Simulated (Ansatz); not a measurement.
Planning a run of Ansatz 0.2.0 on BP (honeycomb bilayer). The input:

```yaml
crystal:
  lattice:
    - [3.1908622523, 0.0, 0.0]
    - [-1.5954311262, 2.7633677705, 0.0]
    - [0.0, 0.0, 30.6]
  atoms:
    - { symbol: B, position: [0.3333333333, 0.6666666667, 0.4395685504] }
    - { symbol: P, position: [0.6666666667, 0.3333333333, 0.4399231352] }
    - { symbol: B, position: [0.0, 0.0, 0.5604314496] }
    - { symbol: P, position: [0.6666666667, 0.3333333333, 0.5600768648] }
  periodic: [true, true, false]
kpoints:
  mp_grid: { grid: [6, 6, 1] }
  band_path:
    path: [[0.0, 0.0, 0.0], [0.5, 0.0, 0.0], [0.3333333333, 0.3333333333, 0.0]]
    npoints: 1
hamiltonian:
  xc: hse06
  pseudopotentials: { kind: paw, azcp: { folder: soft_1 } }
scf:
  occupations: { method: fixed }
  n_extra_bands: 5
output:
  eigenvalues: true
```

```sh
ansatz run input.yaml --threads 4 --pin off --max-ram 17510MiB --backend cpu --events-out ev --progress --plain --runs-dir out
```

Question: How long will it take on 4 threads of Intel Xeon 6975P-C (Granite Rapids), shared host, and how much memory?

It took 18 s; on shared hardware allow 8.9 s to 35 s. Peak host memory was 2.7 GiB. The sizes that set the cost: 5299 plane waves a state, 7 irreducible k points and 16 SCF cycles.

Exact exchange couples every pair of k points and filled bands, so it costs far more than a semilocal run.

[Paths, hosts, dates, memory and timing lines, banners, echoed tables and standing remarks are left out of the program output.]

[Logs are printed without paths, hosts, clocks, repeated set-up lines and the standing remarks that a program may print on its own settings, such as how far it seeks lower states.]

[Runs of the session that timed out or met a known fault of the program may be left out.]

[Cells called generated may have been cut or substituted from an entry of the Crystallography Open Database or the Materials Project.]

[Hosts, paths, dates, database ids (printed as entryN), source tags and the programs' standing remarks are cut or masked in the printed files.]
